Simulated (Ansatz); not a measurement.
# MgO: a line through an energy map

How does the energy of MgO (P6_3mc, No. 186; 4 atoms in the cell) vary with lattice constant a (and b), at lattice constant c = 4.618 Å?

Program: Ansatz 0.2.0. Level of theory: DFT PBEsol, scalar-relativistic, plane waves, PAW. These are calculated values, not measurements.

42 further runs of the same task are left out: 42 set aside as unsound or not needed.

### 1 The starting structure

It takes space group P6_3mc (No. 186, hexagonal). Conventional cell: a = 3.303 Å, b = 3.303 Å, c = 5.019 Å, α = 90.00°, β = 90.00°, γ = 120.00°. Mg (site symmetry 3m) has 4 O at 1.98 to 1.99 Å as nearest neighbours. Around O (site symmetry 3m) lie 4 Mg at 1.98 to 1.99 Å.

Coordinates:

```cif
data_structure
_symmetry_space_group_name_H-M 'P6_3mc'
_symmetry_Int_Tables_number 186
_cell_length_a 3.3035
_cell_length_b 3.3035
_cell_length_c 5.0194
_cell_angle_alpha 90.000
_cell_angle_beta 90.000
_cell_angle_gamma 120.000
_cell_volume 47.44
loop_
_atom_site_label
_atom_site_type_symbol
_atom_site_symmetry_multiplicity
_atom_site_Wyckoff_symbol
_atom_site_fract_x
_atom_site_fract_y
_atom_site_fract_z
_atom_site_occupancy
Mg1 Mg 2 b 0.33333 0.66667 0.00366 1
O1 O 2 b 0.33333 0.66667 0.40094 1
```

It goes back to an entry of the Materials Project, which need not be the stable form.

This cell was relaxed beforehand with the same method: volume 11.86 Å³/atom, gap on the mesh 3.36 eV.

### 2 Plan of the line

The energy is mapped over the lattice constants a and c of the conventional cell.

- lattice constant a (and b): 9 values from 3.072 to 3.535 Å
- lattice constant c: 9 values from 4.618 to 5.421 Å

Nothing else is relaxed (fractional coordinates fixed). Energies count from the relaxed crystal. Points are written as (first, second).

### 3 The run at (3.072 Å, 4.618 Å)

input.yaml

```yaml
crystal:
  lattice:
    - [3.0722, 0.0, 0.0]
    - [-1.5361, 2.6606032455, 0.0]
    - [0.0, 0.0, 4.6178]
  atoms:
    - { symbol: Mg, position: [0.3333333333, 0.6666666667, 0.003658338] }
    - { symbol: Mg, position: [0.6666666667, 0.3333333333, 0.503658338] }
    - { symbol: O, position: [0.3333333333, 0.6666666667, 0.400941662] }
    - { symbol: O, position: [0.6666666667, 0.3333333333, 0.900941662] }
basis:
  ecutwfc: 520.0
kpoints:
  mp_grid: { grid: [9, 9, 6] }
hamiltonian:
  xc: pbesol
  pseudopotentials: { kind: paw, azcp: { folder: soft_1 } }
scf:
  occupations: { method: gaussian, width: 0.05 }
output:
  forces: true
  stress: true
  eigenvalues: true
```

Launch:

```sh
ansatz run input.yaml --threads 1 --pin off --max-ram 2048MiB --backend cpu --events-out ev --progress --plain --runs-dir out
```

Further runs follow: the other points of the line.

Before running it: what results should come out? Wanted: for each run, lattice constant a; energy; slope; pressure; largest force on an atom.

As calculated:

| lattice constant a (and b) (Å) | step | energy (meV/atom) | slope (meV/atom per Å) | pressure (GPa) | band gap on the k-mesh (eV) | largest force on an atom (eV/Å) |
| --- | --- | --- | --- | --- | --- | --- |
| 3.072 | 3 | 270 | −1686 | 43.4 | 4.69 | 0.52 |
| 3.130 | 4 | 187 | −1226 | 33.5 | 4.41 | 0.85 |
| 3.188 | 5 | 127 | −833 | 25.2 | 4.15 | 1.13 |
| 3.246 | 6 | 89 | −496 | 18.1 | 3.90 | 1.35 |
| 3.303 | 7 | 69 | −209 | 12.2 | 3.68 | 1.54 |
| 3.361 | 8 | 64 | 35 | 7.2 | 3.47 | 1.68 |
| 3.419 | – | 72 | 240 | 3.1 | 3.28 | 1.80 |
| 3.477 | 9 | 91 | 413 | −0.4 | 3.10 | 1.89 |
| 3.535 | 10 | 119 | 558 | −3.3 | 2.94 | 1.96 |

Energies count from the relaxed crystal. Rows without a step come from runs not printed here or follow by symmetry. Slopes come from the forces (and the stress, where the cell changes), not from differences of energies.

What this shows: Along the line the energy is lowest at 3.361 Å, 64 meV/atom from the zero. Energies and slopes round the minimum, fitted together, put the minimum at 3.3526 Å, with a curvature of about 4000 meV/atom per Å². The highest point computed, at 3.072 Å, lies 206 meV/atom above the lowest. This is one cut through a surface in two coordinates; the map's lowest point lies off it. With the other coordinates free, the energies away from the reference would be the same or lower.

These are semilocal Kohn-Sham gaps, which aren't the measured quantity. Such gaps usually fall short of the measured ones.
